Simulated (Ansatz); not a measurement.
**Zone-centre modes in TiAl3**

All numbers below come from DFT PBEsol, scalar-relativistic, plane waves, PAW (Ansatz). The runs took a 420 eV cutoff, a Γ-centred 12×12×6 mesh and Gaussian smearing (0.15 eV). No spin polarisation.

The undisturbed cell (relaxed at this level; this form isn't the usual structure):

```xyz
8
Lattice="3.9483 0.0000 0.0000 0.0000 3.9483 0.0000 0.0000 0.0000 7.8967" Properties=species:S:1:pos:R:3 pbc="T T T"
Ti    0.0000    0.0000    0.0000
Ti    0.0000    0.0000    3.9483
Al    1.9742    1.9742    3.9483
Al    1.9742    1.9742    0.0000
Al    1.9742    0.0000    1.9742
Al    1.9742    0.0000    5.9225
Al    0.0000    1.9742    1.9742
Al    0.0000    1.9742    5.9225
```

Harmonic modes by finite displacements of 0.02 Å, without the LO–TO term. The cell doubles the primitive one, so its zone centre also holds the primitive cell's point q = (0, 0, 1/2).

Problem. At this geometry, is the structure stable against these modes?

Solution. Yes: no mode is imaginary beyond 10 cm⁻¹, and only the three translations lie near zero.

Problem. List the wavenumbers in cm⁻¹.

Solution. 0, 0, 0, 180, 180, 186, 199, 199, 263, 263, 263, 266, 280, 280, 280, 287, 296, 302, 302, 316, 316, 352, 352, 353.

Cost: 1 run of about 4.1 core-minutes, on Arm Neoverse V2 (shared hosts).